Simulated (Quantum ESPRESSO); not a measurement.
# In (P6_3/mmc) in Quantum ESPRESSO: a series of runs

Aim: see how the results for In move with the level of theory and the settings. Levels: PBEsol, PBE, LDA. Tasks: phonons.

Everything below comes from runs of Quantum ESPRESSO 7.5. Logs are shortened: lines on timing, memory, paths and dates and some standing lists are left out, and cuts for length are marked.

## Step 1: The structure

Symmetry: P6_3/mmc, No. 194, hexagonal system. The conventional cell has a = 3.335 Å, b = 3.335 Å, c = 5.509 Å, α = 90.00°, β = 90.00°, γ = 120.00°. In (site symmetry -6m2) has 12 In at 3.34 to 3.36 Å as nearest neighbours.

This isn't the form of In at room conditions, which is tetragonal.

## Step 2: Phonons, PBEsol

The input, pw.in:

```
&CONTROL
  calculation = 'scf'
  prefix = 'pwscf'
  outdir = './tmp'
  pseudo_dir = './pseudo'
  tprnfor = .true.
  tstress = .true.
  disk_io = 'low'
/
&SYSTEM
  ibrav = 0
  celldm(1) = 8
  nat = 2
  ntyp = 1
  ecutwfc = 70
  nbnd = 20
  occupations = 'smearing'
  smearing = 'mv'
  degauss = 0.01469973
/
&ELECTRONS
  conv_thr = 4d-10
  electron_maxstep = 120
  mixing_beta = 0.5
/
ATOMIC_SPECIES
In   114.8180 In.upf
CELL_PARAMETERS alat
  0.7878940913546   0.0000000000000   0.0000000000000
 -0.3939470456773   0.6823362986170   0.0000000000000
  0.0000000000000   0.0000000000000   1.3013464125276
ATOMIC_POSITIONS crystal
In     0.6666666667    0.3333333333    0.7500000000
In     0.3333333333    0.6666666667    0.2500000000
K_POINTS automatic
9 9 5 0 0 0
```

The input, relax.in:

```
&CONTROL
  calculation = 'vc-relax'
  prefix = 'pwscf'
  outdir = './tmp'
  pseudo_dir = './pseudo'
  tprnfor = .true.
  tstress = .true.
  disk_io = 'low'
  nstep = 40
  forc_conv_thr = 0.0001
  etot_conv_thr = 1d-06
/
&SYSTEM
  ibrav = 0
  celldm(1) = 8
  nat = 2
  ntyp = 1
  ecutwfc = 70
  nbnd = 20
  occupations = 'smearing'
  smearing = 'mv'
  degauss = 0.01469973
/
&ELECTRONS
  conv_thr = 4d-10
  electron_maxstep = 120
  mixing_beta = 0.5
/
&IONS
  ion_dynamics = 'bfgs'
/
&CELL
  cell_dynamics = 'bfgs'
  press = 0
  press_conv_thr = 0.2
/
ATOMIC_SPECIES
In   114.8180 In.upf
CELL_PARAMETERS alat
  0.7878940913546   0.0000000000000   0.0000000000000
 -0.3939470456773   0.6823362986170   0.0000000000000
  0.0000000000000   0.0000000000000   1.3013464125276
ATOMIC_POSITIONS crystal
In     0.6666666667    0.3333333333    0.7500000000
In     0.3333333333    0.6666666667    0.2500000000
K_POINTS automatic
9 9 5 0 0 0
```

The input, scf2.in:

```
&CONTROL
  calculation = 'scf'
  prefix = 'pwscf'
  outdir = './tmp'
  pseudo_dir = './pseudo'
  tprnfor = .true.
  tstress = .true.
  disk_io = 'low'
/
&SYSTEM
  ibrav = 0
  celldm(1) = 8
  nat = 2
  ntyp = 1
  ecutwfc = 70
  nbnd = 20
  occupations = 'smearing'
  smearing = 'mv'
  degauss = 0.01469973
/
&ELECTRONS
  conv_thr = 1d-13
  electron_maxstep = 120
  mixing_beta = 0.5
  startingpot = 'file'
  startingwfc = 'file'
/
ATOMIC_SPECIES
In   114.8180 In.upf
CELL_PARAMETERS alat
  0.7812572410473   0.0000000000068   0.0000000000000
 -0.3906286205296   0.6765886176341   0.0000000000000
  0.0000000000000   0.0000000000000   1.2785213268311
ATOMIC_POSITIONS crystal
In     0.6666666666    0.3333333332    0.7500000000
In     0.3333333332    0.6666666666    0.2500000000
K_POINTS automatic
9 9 5 0 0 0
```

The input, ph.in:

```
phonons of In
&INPUTPH
  prefix = 'pwscf'
  outdir = './tmp'
  tr2_ph = 1d-18
  fildyn = 'dyn'
  niter_ph = 90
  alpha_mix(1) = 0.4
/
0.0000000000 0.0000000000 0.0000000000
```

The input, dynmat.in:

```
&INPUT
  fildyn = 'dyn'
  asr = 'crystal'
  filout = 'dynmat.disp'
  fileig = 'dynmat.eig'
/
```

Potentials or basis: PseudoDojo 0.4.1 SR PBEsol standard.

Command:

```console
$ OMP_NUM_THREADS=1 pw.x -in pw.in > pw.out
$ OMP_NUM_THREADS=1 pw.x -in relax.in > relax.out
$ OMP_NUM_THREADS=1 pw.x -in scf2.in > scf2.out
$ OMP_NUM_THREADS=1 ph.x -in ph.in > ph.out
$ OMP_NUM_THREADS=1 dynmat.x -in dynmat.in > dynmat.out
```

pw.out:

```text
This program is part of the open-source Quantum ESPRESSO suite
     for quantum simulation of materials; please cite
[... 9 lines left out ...]
     --------------------
     sticks:   dense  smooth     PW     G-vecs:    dense   smooth      PW
     Sum         769     769    223                28423    28423    4525

     Using Slab Decomposition

     bravais-lattice index     =            0
     lattice parameter (alat)  =       8.0000  a.u.
     unit-cell volume          =     358.2030 (a.u.)^3
     number of atoms/cell      =            2
     number of atomic types    =            1
     number of electrons       =        26.00
     number of Kohn-Sham states=           20
     kinetic-energy cutoff     =      70.0000  Ry
     charge density cutoff     =     280.0000  Ry
     scf convergence threshold =      4.0E-10
     mixing beta               =       0.5000
     number of iterations used =            8  plain     mixing
     Exchange-correlation= PBESOL
                           (   1   4  10   8   0   0   0)

     celldm(1)=   8.000000  celldm(2)=   0.000000  celldm(3)=   0.000000
     celldm(4)=   0.000000  celldm(5)=   0.000000  celldm(6)=   0.000000

     crystal axes: (cart. coord. in units of alat)
               a(1) = (   0.787894   0.000000   0.000000 )
               a(2) = (  -0.393947   0.682336   0.000000 )
               a(3) = (   0.000000   0.000000   1.301346 )

     reciprocal axes: (cart. coord. in units 2 pi/alat)
               b(1) = (  1.269206  0.732776 -0.000000 )
               b(2) = (  0.000000  1.465553  0.000000 )
               b(3) = (  0.000000 -0.000000  0.768435 )

     PseudoPot. # 1 for In read from file:
     In.upf
     Pseudo is Norm-conserving + core correction, Zval = 13.0
     Generated using ONCVPSP code by D. R. Hamann
     Using radial grid of 1940 points,  6 beta functions with:
                l(1) =   0
                l(2) =   0
                l(3) =   1
                l(4) =   1
                l(5) =   2
                l(6) =   2

     atomic species   valence    mass     pseudopotential
     In               13.00   114.81800     In( 1.00)

     24 Sym. Ops., with inversion, found (12 have fractional translation)

   Cartesian axes

     site n.     atom                  positions (alat units)
         1        In     tau(   1) = (   0.3939470   0.2274454   0.9760098  )
         2        In     tau(   2) = (  -0.0000000   0.4548909   0.3253366  )

     number of k points=    36  Marzari-Vanderbilt smearing, width (Ry)=  0.0147
                       cart. coord. in units 2pi/alat
        k(    1) = (   0.0000000   0.0000000   0.0000000), wk =   0.0049383
        k(    2) = (   0.0000000   0.0000000   0.1536870), wk =   0.0098765
        k(    3) = (   0.0000000   0.0000000   0.3073740), wk =   0.0098765
        k(    4) = (   0.0000000   0.1628392   0.0000000), wk =   0.0296296
        k(    5) = (   0.0000000   0.1628392   0.1536870), wk =   0.0592593
        k(    6) = (   0.0000000   0.1628392   0.3073740), wk =   0.0592593
[... 28 lines left out ...]
        k(   35) = (   0.4230687   0.7327765   0.1536870), wk =   0.0197531
        k(   36) = (   0.4230687   0.7327765   0.3073740), wk =   0.0197531

     Dense  grid:    28423 G-vectors     FFT dimensions: (  36,  36,  60)

     Initial potential from superposition of free atoms

     starting charge      25.9930, renormalised to      26.0000
     Starting wfcs are   18 randomized atomic wfcs +    2 random wfcs

     Self-consistent Calculation

     iteration #  1     ecut=    70.00 Ry     beta= 0.50
     Davidson diagonalization with overlap
     ethr =  1.00E-02,  avg # of iterations =  3.9

     Threshold (ethr) on eigenvalues was too large:
     Diagonalizing with lowered threshold

     Davidson diagonalization with overlap
     ethr =  4.72E-05,  avg # of iterations =  5.4

     total energy              =    -265.18626984 Ry
     estimated scf accuracy    <       0.01305438 Ry

     iteration #  2     ecut=    70.00 Ry     beta= 0.50
     Davidson diagonalization with overlap
     ethr =  5.02E-05,  avg # of iterations =  2.0

     total energy              =    -265.18804566 Ry
     estimated scf accuracy    <       0.00094053 Ry

     iteration #  3     ecut=    70.00 Ry     beta= 0.50
     Davidson diagonalization with overlap
     c_bands:  2 eigenvalues not converged
     ethr =  3.62E-06,  avg # of iterations =  4.0

     total energy              =    -265.18812676 Ry
     estimated scf accuracy    <       0.00011833 Ry

     iteration #  4     ecut=    70.00 Ry     beta= 0.50
     Davidson diagonalization with overlap
     ethr =  4.55E-07,  avg # of iterations =  2.4

     total energy              =    -265.18813547 Ry
     estimated scf accuracy    <       0.00000102 Ry

     iteration #  5     ecut=    70.00 Ry     beta= 0.50
     Davidson diagonalization with overlap
     ethr =  3.92E-09,  avg # of iterations =  5.1

     total energy              =    -265.18813723 Ry
     estimated scf accuracy    <       0.00000014 Ry

     iteration #  6     ecut=    70.00 Ry     beta= 0.50
     Davidson diagonalization with overlap
     ethr =  5.23E-10,  avg # of iterations =  2.0

     total energy              =    -265.18813723 Ry
     estimated scf accuracy    <       0.00000001 Ry

     iteration #  7     ecut=    70.00 Ry     beta= 0.50
     Davidson diagonalization with overlap
     ethr =  5.22E-11,  avg # of iterations =  2.3

     total energy              =    -265.18813724 Ry
     estimated scf accuracy    <          3.2E-09 Ry

     iteration #  8     ecut=    70.00 Ry     beta= 0.50
     Davidson diagonalization with overlap
     ethr =  1.23E-11,  avg # of iterations =  2.3

     End of self-consistent calculation

          k = 0.0000 0.0000 0.0000 (  3549 PWs)   bands (ev):

    -4.4557  -4.3993  -4.3733  -4.3733  -4.3465  -4.3465  -4.2725  -4.2725
    -4.0935  -4.0935   0.7023   5.7118   6.8050  18.5442  18.5442  20.3324
    20.3324  20.4634  21.2034  21.6383

          k = 0.0000 0.0000 0.1537 (  3538 PWs)   bands (ev):

    -4.4475  -4.4013  -4.3840  -4.3840  -4.3562  -4.3562  -4.2422  -4.2422
    -4.1035  -4.1035   0.9158   4.1867   8.7527  18.0463  18.7268  18.7268
    20.2393  20.2393  21.3034  21.6219

          k = 0.0000 0.0000 0.3074 (  3592 PWs)   bands (ev):

    -4.4284  -4.4104  -4.3892  -4.3892  -4.3763  -4.3763  -4.1855  -4.1855
    -4.1348  -4.1348   1.5642   2.6586  11.5386  14.6861  19.2255  19.2255
    19.8455  19.8455  21.4342  21.5580

          k = 0.0000 0.1628 0.0000 (  3545 PWs)   bands (ev):

    -4.4476  -4.4039  -4.3567  -4.3390  -4.3371  -4.3140  -4.2916  -4.2858
    -4.1203  -4.0893   0.9417   5.9151   7.0835  16.1151  17.4349  19.1277
    20.3514  20.8981  20.9189  22.3848

          k = 0.0000 0.1628 0.1537 (  3559 PWs)   bands (ev):

    -4.4424  -4.3989  -4.3791  -4.3545  -4.3520  -4.3238  -4.2514  -4.2493
    -4.1280  -4.1007   1.1564   4.4237   8.9925  16.3186  17.6492  18.1657
    18.8687  20.1853  20.3215  21.8285

          k = 0.0000 0.1628 0.3074 (  3568 PWs)   bands (ev):

    -4.4290  -4.4089  -4.3858  -4.3703  -4.3595  -4.3448  -4.1961  -4.1891
    -4.1530  -4.1353   1.8069   2.9015  11.7565  14.8723  16.9282  17.8727
    18.2724  19.2332  20.2439  20.8937

          k = 0.0000 0.3257 0.0000 (  3551 PWs)   bands (ev):

    -4.4897  -4.3830  -4.3461  -4.3426  -4.3167  -4.2600  -4.2516  -4.2300
    -4.1788  -4.0814   1.6693   6.5390   7.8923  12.7708  15.9934  16.9626
    18.4283  18.9239  20.1619  21.6369

          k = 0.0000 0.3257 0.1537 (  3549 PWs)   bands (ev):

    -4.4821  -4.3930  -4.3877  -4.3208  -4.3128  -4.2443  -4.2408  -4.2313
    -4.1684  -4.0956   1.8858   5.1339   9.6899  12.9978  15.9108  16.2295
    18.2165  19.0897  19.3241  21.0806

          k = 0.0000 0.3257 0.3074 (  3549 PWs)   bands (ev):

    -4.4639  -4.4330  -4.3810  -4.3491  -4.2957  -4.2673  -4.1961  -4.1849
    -4.1668  -4.1339   2.5391   3.6312  12.3078  13.6966  14.4816  15.6646
    16.9200  18.0051  19.2354  19.9821

          k = 0.0000 0.4885 0.0000 (  3542 PWs)   bands (ev):

    -4.5457  -4.4173  -4.4092  -4.3484  -4.2814  -4.2312  -4.1667  -4.1515
    -4.1308  -4.0757   2.8968   7.5743   9.1561   9.7566  14.0856  14.9180
    15.8029  18.0950  19.1369  20.9514

          k = 0.0000 0.4885 0.1537 (  3537 PWs)   bands (ev):

    -4.5337  -4.4396  -4.4189  -4.3267  -4.2994  -4.2298  -4.1520  -4.1410
    -4.1273  -4.0882   3.1136   6.3111   9.7549  11.0045  12.9743  15.1645
    16.9300  18.3211  18.3265  20.1794

          k = 0.0000 0.4885 0.3074 (  3547 PWs)   bands (ev):

    -4.5046  -4.4624  -4.4293  -4.3764  -4.2696  -4.1999  -4.1564  -4.1303
    -4.1147  -4.1107   3.7654   4.8468  10.4357  11.4804  13.6643  15.8818
    16.3413  16.9975  18.6150  19.3503
[... 99 lines left out ...]
    -4.4546  -4.4179  -4.3895  -4.3814  -4.2949  -4.2378  -4.2103  -4.1422
    -4.1201  -4.0654   3.8478   6.9993  10.0083  11.0548  11.7195  13.3495
    14.3494  17.2317  18.8856  21.7593

          k = 0.2820 0.4885 0.3074 (  3551 PWs)   bands (ev):

    -4.4552  -4.4383  -4.3821  -4.3410  -4.3023  -4.2301  -4.2241  -4.1987
    -4.0840  -4.0577   4.4980   5.5702  10.6403  11.4042  12.1608  12.7590
    14.5614  17.0695  21.1617  21.1646

          k = 0.2820 0.6514 0.0000 (  3535 PWs)   bands (ev):

    -4.4870  -4.4430  -4.3493  -4.3480  -4.2770  -4.2461  -4.1979  -4.1403
    -4.0977  -4.0734   5.2970   7.4749   9.6654  10.5356  11.4074  12.4218
    13.8597  14.5374  16.7380  23.0074

          k = 0.2820 0.6514 0.1537 (  3542 PWs)   bands (ev):

    -4.4691  -4.4358  -4.3835  -4.3427  -4.3099  -4.2178  -4.1705  -4.1361
    -4.1302  -4.0652   5.5109   7.6251   8.8476  10.1952  11.1256  13.0205
    13.6632  15.5445  18.0298  23.0040

          k = 0.2820 0.6514 0.3074 (  3542 PWs)   bands (ev):

    -4.4540  -4.4399  -4.3690  -4.3527  -4.3164  -4.2239  -4.1864  -4.1678
    -4.0901  -4.0618   6.1463   7.1460   8.5611   9.5362  10.9893  11.9860
    15.8269  17.2770  19.8785  20.9625

          k = 0.4231 0.7328 0.0000 (  3564 PWs)   bands (ev):

    -4.5005  -4.3404  -4.3404  -4.3145  -4.3145  -4.2792  -4.2077  -4.1212
    -4.1212  -4.1054   6.8400   6.8400   8.3898  12.0323  12.0323  12.4231
    12.8333  12.8333  15.7519  26.4260

          k = 0.4231 0.7328 0.1537 (  3540 PWs)   bands (ev):

    -4.4657  -4.3908  -4.3908  -4.2751  -4.2751  -4.2740  -4.2138  -4.1440
    -4.1087  -4.1087   7.0393   7.0393   8.6220  10.4980  10.4980  11.6134
    14.7220  14.7220  16.8923  24.5854

          k = 0.4231 0.7328 0.3074 (  3540 PWs)   bands (ev):

    -4.4311  -4.4311  -4.3735  -4.2742  -4.2529  -4.2529  -4.2288  -4.2284
    -4.0880  -4.0880   7.5647   7.5647   9.1268   9.1268   9.2958  10.3445
    16.9795  16.9795  19.1627  21.7292

     the Fermi energy is    10.2253 ev

!    total energy              =    -265.18813724 Ry
     estimated scf accuracy    <          9.2E-13 Ry
     smearing contrib. (-TS)   =      -0.00080944 Ry
     internal energy E=F+TS    =    -265.18732780 Ry

     The total energy is F=E-TS. E is the sum of the following terms:
     one-electron contribution =     -68.04679073 Ry
     hartree contribution      =      55.31152649 Ry
     xc contribution           =     -79.27104254 Ry
     ewald contribution        =    -173.18102101 Ry

     convergence has been achieved in   8 iterations

     Forces acting on atoms (cartesian axes, Ry/au):

     atom    1 type  1   force =     0.00000000   -0.00000000    0.00000000
     atom    2 type  1   force =     0.00000000    0.00000000    0.00000000

     Total force =     0.000000     Total SCF correction =     0.000000

     Computing stress (Cartesian axis) and pressure

          total   stress  (Ry/bohr**3)                   (kbar)     P=      -13.19
  -0.00008820   0.00000000   0.00000000          -12.97        0.00        0.00
   0.00000000  -0.00008820   0.00000000            0.00      -12.97        0.00
   0.00000000   0.00000000  -0.00009264            0.00        0.00      -13.63

=------------------------------------------------------------------------------=
   JOB DONE.
=------------------------------------------------------------------------------=
```

Wall time 5.5 min (1 thread of AMD EPYC 9R45 (Zen 5), shared host); peak memory 0.1 GiB.

What came out:

```
Free energy                            : -3608.0762 eV
Relaxed volume                         : 25.64 Å³/atom
Relaxed cell                           : a = 3.307 Å, b = 3.307 Å, c = 5.413 Å, α = 90.00°, β = 90.00°, γ = 120.00°
Space group after relaxing (to 0.05 Å) : P6_3/mmc (No. 194)
Pressure after relaxing                : 0.0 GPa
Band gap on the k mesh                 : none (metal or under the smearing width)
Highest phonon frequency at Γ          : 120 cm⁻¹
```

Step by step:
```
step  energy change (eV)  largest force (eV/Å)  pressure (GPa)  volume (Å³)
   1              0.0000                0.0000           -1.32        53.08
   2             -0.0027                0.0000           -1.07        52.72
   3             -0.0055                0.0000           -0.71        52.21
   4             -0.0075                0.0000           -0.15        51.50
   5             -0.0076                0.0000            0.02        51.29
   6             -0.0077                0.0000            0.04        51.27
   7             -0.0077                0.0000            0.05        51.25
   8             -0.0078                0.0000            0.05        51.25
   9             -0.0079                0.0000            0.03        51.25
  10             -0.0079                0.0000            0.01        51.27
```

Final structure:
```yaml
crystal:
  lattice:
    - [3.30739, 0.00000, 0.00000]
    - [-1.65369, 2.86428, 0.00000]
    - [0.00000, 0.00000, 5.41251]
  atoms:
    - { symbol: In, position: [0.66667, 0.33333, 0.75000] }
    - { symbol: In, position: [0.33333, 0.66667, 0.25000] }
```

Phonon frequencies in cm⁻¹ (negative: imaginary):
| q point | frequencies |
| --- | --- |
| (0.000, 0.000, 0.000) | -7 -6 -6 33 33 120 |

Optical modes at Γ, degenerate ones joined:
```
cm⁻¹  components  symmetry  active in
  33           2       E2g      Raman
 120           1       B1g     silent
```

Caveat: the mesh is thin for the phonons of a metal.

(Continued in part 2 of 3.)
